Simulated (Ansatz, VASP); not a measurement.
# C (Diamond) in two plane-wave programs, part 3 of 3

One calculation is typed for both programs; each brings its own data sets and cutoff. How far apart do they land? The cell is taken from a series of VASP runs on this material, whose earlier steps may have relaxed, scaled or displaced it; both programs get it as it stands.

VASP 6.6.1 and Ansatz 0.2.0.

So far: The structure; Ansatz: zone-centre phonons, LDA; VASP: zone-centre phonons, LDA; Comparison; Further runs.

## Step 6: VASP: relaxation of cell and atoms, HSE06

Level of this step: HSE06; plane waves and PAW (C) (VASP).

The relaxed volume is the usual yardstick between codes: its relative difference is about their pressure difference at one cell divided by the bulk modulus. The cell compared in this pair holds 11.16 Å³, against 11.05 Å³ for the pair before.

The run reads the wave functions of an earlier VASP run, which isn't shown here.

INCAR

```
SYSTEM = C
PREC = Accurate
ENCUT = 520
EDIFF = 1E-07
NELM = 100
ISMEAR = 0
SIGMA = 0.03
LREAL = .FALSE.
ALGO = Normal
LHFCALC = .TRUE.
AEXX = 0.25
GGA = PE
HFSCREEN = 0.2
LASPH = .TRUE.
NBANDS = 10
PRECFOCK = Fast
LORBIT = 11
LWAVE = .FALSE.
LCHARG = .FALSE.
KPAR = 8
IBRION = 2
NSW = 50
ISIF = 3
EDIFFG = -0.002
```

POSCAR

```
C
1.0
    0.0000000000      1.7738625704      1.7738625704
    1.7738625704      0.0000000000      1.7738625704
    1.7738625704      1.7738625704      0.0000000000
C
2
Direct
    0.7500000000      0.7500000000      0.7500000000
    0.5000000000      0.5000000000      0.5000000000
```

KPOINTS

```
Automatic mesh
0
Gamma
10 10 10
0 0 0
```

The projector-augmented-wave data sets are C (PBE family, release 64).

Launch:

```
$ mpirun -np 8 vasp_std
```

Numbers of over 12 decimals in the logs are rounded to 6 here.

Log:

```text
[banner, memory and clock lines left out]
running    8 mpi-ranks, on    1 nodes
[...]
[... a notice as in an earlier step ...]

 LDA part: xc-table for (Slater+PW92), standard interpolation
 found WAVECAR, reading the header
 POSCAR, INCAR and KPOINTS ok, starting setup
[...]
reading WAVECAR
 the WAVECAR file was read successfully
 initial charge from wavefunction
 entering main loop
       N       E                     dE             d eps       ncg     rms          rms(c)
DAV:   1    -0.210903998556E+02   -0.21090E+02   -0.30315E-01   982   0.435E+00    0.642E-01
DAV:   2    -0.210925234871E+02   -0.21236E-02   -0.40874E-03  1046   0.547E-01    0.407E-01
DAV:   3    -0.210922343235E+02    0.28916E-03   -0.66091E-05  1046   0.834E-02    0.233E-01
DAV:   4    -0.210921234607E+02    0.11086E-03   -0.20506E-05  1000   0.460E-02    0.133E-01
[...]
DAV:   8    -0.210920705984E+02    0.10771E-05   -0.42568E-07   962   0.636E-03    0.141E-02
DAV:   9    -0.210920703493E+02    0.24909E-06   -0.15829E-07   566   0.398E-03    0.793E-03
DAV:  10    -0.210920703347E+02    0.14571E-07   -0.62037E-08   482   0.262E-03
   1 F= -.21092070E+02 E0= -.21092070E+02  d E =-.210921E+02
[...]
reached required accuracy - stopping structural energy minimisation
```

OUTCAR, selected parts (step 6):

```text
  Total        0.0010471      0.0010471      0.0010471     -0.0000000      0.0000000     -0.0000000
  in kB        0.1502782      0.1502782      0.1502782     -0.0000000      0.0000000     -0.0000000
  external PRESSURE =       0.1502782 kB  Pullay stress =       0.0000000 kB

 POSITION                                       TOTAL-FORCE (eV/Angst)
 -----------------------------------------------------------------------------------
      2.66079      2.66079      2.66079        -0.000000     -0.000000     -0.000000
      1.77386      1.77386      1.77386         0.000000      0.000000      0.000000
 -----------------------------------------------------------------------------------
    total drift:                                0.000000     -0.000000     -0.000000

  FREE ENERGIE OF THE ION-ELECTRON SYSTEM (eV)
  ---------------------------------------------------
  free  energy   TOTEN  =       -21.0920703347 eV

  energy  without entropy=      -21.0920703347  energy(sigma->0) =      -21.09207033

 reached required accuracy - stopping structural energy minimisation

[... 3 further parts left out ...]
[key lines of the parts left out:]
E-fermi :   9.5995
```

## Step 7: Ansatz: relaxation of cell and atoms, HSE06

The same cell, functional, mesh and smearing now go to Ansatz, which takes its cutoff from its data sets.

The cell is taken from a series of VASP runs on this material, whose earlier steps may have relaxed, scaled or displaced it; both programs get it as it stands.

input.yaml

```yaml
crystal:
  lattice:
    - [0.0, 1.7738625704, 1.7738625704]
    - [1.7738625704, 0.0, 1.7738625704]
    - [1.7738625704, 1.7738625704, 0.0]
  atoms:
    - { symbol: C, position: [0.75, 0.75, 0.75] }
    - { symbol: C, position: [0.5, 0.5, 0.5] }
hamiltonian:
  xc: { exchange: pbe, correlation: pbe, exx: { coeff: 0.25, omega: 0.2 } }
  pseudopotentials: { kind: paw }
kpoints:
  mp_grid: { grid: [10, 10, 10] }
scf:
  occupations: { method: gaussian, width: 0.03 }
relax:
  f_tol: 0.01
  max_steps: 60
  cell: { stress_tol: 0.05 }
output:
  forces: true
  stress: true
```

Launch:

```
$ ansatz run input.yaml --threads 4 --pin off --max-ram 9216MiB --backend cpu --events-out ev --progress --plain --runs-dir out
```

Log:

```text
[...]
Crystal: 2 atoms, lattice volume = 11.163 Å³
Basis set: ecut = 420 eV, 229 PW (Γ), exchange–correlation on 36×36×36 points (8 copies of the dense FFT grid, shifted against one another)
Bands: 8, of which v1, the nominal top of the filled ones, is band 4 counted from 1 (3 counted from 0)
Symmetry: 48 space group operations
[...]
k-points: 47 of 1000
[...]
--- Relaxed structure (3 steps of the walk, 3 accepted, 1 SCFs on fresh bases) ---
  F+E_penalty+E_count = -501.77152063 eV   max|allowed force component| = 5.551e-17 eV/Å   (the final SCF, on the basis selected at the relaxed cell)
  cell:  # Å, volume = 11.1409 Å³
    - [0, 1.772676, 1.772676]
    - [1.772676, 0, 1.772676]
    - [1.772676, 1.772676, 0]
  atoms:
    - { symbol: C, position: [0.750000, 0.750000, 0.750000] }
    - { symbol: C, position: [0.5, 0.5, 0.5] }
[key lines of the parts left out:]
Free energy (F): -501.771521 eV
Fermi energy:    15.702463 eV
P = ⅓ Tr σ = -0.0145 GPa (-0.145 kbar)
```

Wall time 17 s (4 threads of Intel Xeon at 2.60GHz (Ice Lake), shared host); peak memory 0.9 GiB; 58 s of CPU time.

## Step 8: Differences

What differs besides the data sets and the points named for the pairs above, as far as they apply: exact exchange at q = 0 is treated differently, which shows on coarse meshes; VASP keeps PBE cores, Ansatz makes them for the functional; both relaxations stop at a tolerance, which leaves soft axes loose, and VASP keeps its plane-wave basis; Ansatz adds a Pulay correction to the stress that steers its cell, VASP none; VASP takes a coarser grid for exact exchange (PRECFOCK = Fast). Total energies have different zeros and are not compared.

Both answers:

```csv
quantity,Ansatz,VASP,difference
volume (Å³),11.14,11.16,-0.20 %
"edge a after relaxation, in the typed setting (Å)",2.507,2.509,-0.07 %
```

The walks stopped with -0.01 GPa left in Ansatz and 0.02 GPa in VASP; each walk ends within a tolerance, so the volume difference is uncertain by about these residues over the bulk modulus, most in soft cells.

## Step 9: What came out

```yaml
r_m_s_difference_of_the_optical_zone_centre_modes_each_program_s_sorted_by_frequency_zone_centre_phonons_lda: 2.8 cm⁻¹
difference_in_volume_relaxation_of_cell_and_atoms_hse06: -0.20 %
```

**Reading.** The difference in volume is -0.20 % (relaxation of cell and atoms, HSE06), within the 1.2 % picked in this series as the mark of a large difference, as far as the stopping tolerances let one tell. For zone-centre phonons, LDA, no further run moves any of the tabulated differences by more than a quarter of its size. How closely two codes agree says nothing of how well the functional describes the real material.

[Lines on the potential files, build, host, timing and source positions are cut from VASP's logs without a mark.]

[Logs are printed without paths, hosts, clocks, repeated set-up lines and the standing remarks that a program may print on its own settings, such as how far it seeks lower states.]

[Hosts, paths, dates, database ids (printed as entryN), source tags and the programs' standing remarks are cut or masked in the printed files.]
